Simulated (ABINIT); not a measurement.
The system is Sb.

```
Sb
1.0
    -1.57654    1.57654    2.71194
     1.57654   -1.57654    2.71194
     1.57654    1.57654   -2.71194
Sb
1
Direct
  0.00000 0.00000 0.00000
```

This isn't the form of Sb at room conditions, which is rhombohedral.

Base run:

* Program: ABINIT 10.8.3 (patched build)
* Functional: LDA
* Potentials or basis: JTH PAW PBE v2.0
* Cutoff: 517 eV
* k mesh: 12 × 12 × 12
* Occupations: fermi-dirac, width 0.05 eV
* Spin: no spin polarisation

Its results: band gap on the k mesh none (metal or under the smearing width); pressure -2.6 GPa.

Question: The run is repeated on the same cell with these changes: functional from LDA to PBEsol. What comes out?

Answer: Band gap on the k mesh none (metal or under the smearing width); pressure -1.5 GPa.

PBEsol binds less tightly than LDA, so the same cell stands under more pressure.

Caveats: the PAW data sets were made with another functional, which shifts forces and pressure a little.
